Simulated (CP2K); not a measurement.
A run of CP2K 2026.2 is set up as follows.

File al2o3_scf.inp:

```
&GLOBAL
  PROJECT al2o3_scf
  RUN_TYPE ENERGY_FORCE
  PRINT_LEVEL LOW
&END GLOBAL
&FORCE_EVAL
  METHOD QS
  STRESS_TENSOR ANALYTICAL
  &DFT
    BASIS_SET_FILE_NAME BASIS_MOLOPT_UZH
    POTENTIAL_FILE_NAME POTENTIAL_UZH
    &MGRID
      CUTOFF 850
      REL_CUTOFF 60
      NGRIDS 4
    &END MGRID
    &QS
      METHOD GPW
      EPS_DEFAULT 1.0E-9
    &END QS
    &KPOINTS
      SCHEME MONKHORST-PACK 5 2 7
      GAMMA_CENTERED T
      SYMMETRY T
      SYMMETRY_BACKEND SPGLIB
    &END KPOINTS
    &SCF
      SCF_GUESS ATOMIC
      EPS_SCF 1.0E-6
      MAX_SCF 100
      ADDED_MOS 26
      CHOLESKY OFF
      EPS_EIGVAL 1.0E-7
      &DIAGONALIZATION ON
        ALGORITHM STANDARD
      &END DIAGONALIZATION
      &MIXING ON
        METHOD BROYDEN_MIXING
        ALPHA 0.4
        BETA 1.5
        NBUFFER 8
      &END MIXING
      &SMEAR ON
        METHOD FERMI_DIRAC
        ELECTRONIC_TEMPERATURE [K] 580.226
      &END SMEAR
    &END SCF
    &XC
      &XC_FUNCTIONAL
        &LDA_X
        &END LDA_X
        &LDA_C_PW
        &END LDA_C_PW
      &END XC_FUNCTIONAL
    &END XC
    &PRINT
      &KPOINTS ON
      &END KPOINTS
      &MULLIKEN ON
      &END MULLIKEN
      &MO ON
        ENERGIES T
        OCCUPATION_NUMBERS T
        &EACH
          QS_SCF 0
        &END EACH
        ADD_LAST NUMERIC
      &END MO
      &E_DENSITY_CUBE ON
        STRIDE 2
      &END E_DENSITY_CUBE
      &V_HARTREE_CUBE ON
        STRIDE 2
      &END V_HARTREE_CUBE
      &ELF_CUBE ON
        STRIDE 2
      &END ELF_CUBE
    &END PRINT
  &END DFT
  &SUBSYS
    &CELL
      A 4.6137770000 0.0000000000 0.0000000000
      B 0.0000000000 9.5632790000 0.0000000000
      C 0.0000000000 0.0000000000 3.1198620000
      PERIODIC XYZ
    &END CELL
    &COORD
      SCALED
      Al  0.9829750000 0.8245730000 0.0000000000
      Al  0.0170250000 0.1754270000 0.0000000000
      Al  0.4829750000 0.6754270000 0.5000000000
      Al  0.5170250000 0.3245730000 0.5000000000
      O   0.5000000000 0.5000000000 0.5000000000
      O   0.1236350000 0.7530500000 0.5000000000
      O   0.3763650000 0.2530500000 0.0000000000
      O   0.6236350000 0.7469500000 0.0000000000
      O   0.0000000000 0.0000000000 0.0000000000
      O   0.8763650000 0.2469500000 0.5000000000
    &END COORD
    &KIND Al
      BASIS_SET DZVP-MOLOPT-PBE-GTH-q3
      POTENTIAL GTH-PBE-q3
    &END KIND
    &KIND O
      BASIS_SET DZVP-MOLOPT-PBE-GTH-q6
      POTENTIAL GTH-PBE-q6
    &END KIND
    &PRINT
      &ATOMIC_COORDINATES ON
      &END ATOMIC_COORDINATES
      &CELL ON
      &END CELL
      &SYMMETRY ON
      &END SYMMETRY
    &END PRINT
  &END SUBSYS
  &PRINT
    &FORCES ON
    &END FORCES
    &STRESS_TENSOR ON
    &END STRESS_TENSOR
  &END PRINT
&END FORCE_EVAL
```

Potentials or basis: POTENTIAL_UZH Al GTH-PBE-q3, O GTH-PBE-q6; DZVP-MOLOPT-PBE-GTH basis.

Command:

```sh
$ OMP_NUM_THREADS=1 cp2k.psmp -i al2o3_scf.inp -o al2o3_scf.out
```

Task: Estimate the Mulliken charges.

Result: Al +1.42; O -0.77, -1.04 e.

Task: What does it give for the band gap on the k mesh?

Result: 3.33 eV, direct.

Task: Predict the pressure.

Result: -1.2 GPa.

Task: Estimate the largest force.

Result: 0.148 eV/Å.

Stress tensor (GPa, compression positive):
```
-0.53  0.00  0.00
 0.00  1.33  0.00
 0.00  0.00 -4.33
```

Caveat: the potentials were made for another functional, which shifts forces and pressure; the basis of atomic orbitals isn't converged, which shifts pressures, moduli and gaps.
